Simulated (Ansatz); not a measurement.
# CaSe: the cost of one run

Method: DFT PBE, scalar-relativistic, plane waves, PAW, in Ansatz 0.2.0.

The COD entry's cell or inner coordinates are ideal or old and differ from later refinements, so a difference from it is no clean test against experiment.

5 further runs of the same task are left out: 2 that didn't finish, 3 set aside as unsound or not needed.

## 1. The structure to begin with

The structure is cubic, space group Fm-3m (No. 225). The conventional cell has a = 5.958 Å, b = 5.958 Å, c = 5.958 Å, α = 90.00°, β = 90.00°, γ = 90.00°. Around Ca (site symmetry m-3m) lie 6 Se at 2.98 Å. Around Se (site symmetry m-3m) lie 6 Ca at 2.98 Å.

Coordinates:

```cif
data_structure
_symmetry_space_group_name_H-M 'Fm-3m'
_symmetry_Int_Tables_number 225
_cell_length_a 5.9579
_cell_length_b 5.9579
_cell_length_c 5.9579
_cell_angle_alpha 90.000
_cell_angle_beta 90.000
_cell_angle_gamma 90.000
_cell_volume 211.49
loop_
_atom_site_label
_atom_site_type_symbol
_atom_site_symmetry_multiplicity
_atom_site_Wyckoff_symbol
_atom_site_fract_x
_atom_site_fract_y
_atom_site_fract_z
_atom_site_occupancy
Ca1 Ca 4 a 0.00000 0.00000 0.00000 1
Se1 Se 4 b 0.50000 0.00000 0.00000 1
```

This cell was relaxed beforehand with the same method: volume 26.44 Å³/atom, gap on the mesh 2.08 eV.

## 2. The cell under 25 GPa

What is minimised here is the enthalpy; the energy can go up as the cell is squeezed.

input.yaml

```yaml
crystal:
  lattice:
    - [0.0, 2.9789659816, 2.9789659816]
    - [2.9789659816, 0.0, 2.9789659816]
    - [2.9789659816, 2.9789659816, 0.0]
  atoms:
    - { symbol: Ca, position: [0.0, 0.0, 0.0] }
    - { symbol: Se, position: [0.5, 0.5, 0.5] }
basis:
  ecutwfc: 420
kpoints:
  mp_grid: { grid: [8, 8, 8] }
hamiltonian:
  xc: pbe
scf:
  occupations: { method: fixed }
output:
  forces: true
  stress: true
  eigenvalues: true
relax:
  adjacent_minimum: "off"
  f_tol: 0.001
  max_steps: 60
  cell: { stress_tol: 0.02, p_target: 25.0 }
```

Started as:

```console
ansatz run input.yaml --threads 1 --pin off --max-ram 1228MiB --backend cpu --events-out ev --progress --plain --runs-dir out
```

Q: Estimate wall time and peak memory on 1 thread of an Arm CPU, shared host.

About 16 s, with a peak of 0.32 GiB.
